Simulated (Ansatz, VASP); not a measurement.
## Two plane-wave programs on Si2W

```
Si W
1.0
    -1.60128    1.60128    3.90796
     1.60128   -1.60128    3.90796
     1.60128    1.60128   -3.90796
Si W
2 1
Direct
  0.33454 0.33454 0.00000
  0.66546 0.66546 0.00000
  0.00000 0.00000 0.00000
```

Alike in both runs: functional PBEsol; k mesh 18 × 18 × 18; occupations gaussian, width 0.1 eV; no spin polarisation.

Ansatz relaxed the structure, and its values are those at the end. VASP's run is a single point on that final structure, the one shown.

|  | VASP | Ansatz |
| --- | --- | --- |
| version | VASP 6.6.1 | Ansatz 0.2.0 |
| potentials or method | VASP PAW PBE potentials, release 64 (Si, W_sv) | scalar-relativistic, plane waves, PAW |
| plane-wave cutoff (eV) | 520 | 420 |
| valence electrons in the cell | 22 | 22 |

VASP gave:

```
gap on the k mesh at the Fermi level (eV) : none
pressure (GPa)                            : 0.3
rms of the force components (eV/Å)        : 0.004
```

**Question.** Estimate Ansatz's values.

**Answer.** gap on the k mesh at the Fermi level (eV): none; pressure (GPa): 0.0; rms of the force components (eV/Å): 0.002.

A gap of «none» marks a metal or a gap that the smearing closes.

Caveats: the PAW data sets were made with another functional, which shifts forces and pressure a little (VASP). The runs have no spin-orbit coupling, so splittings on W are missing.
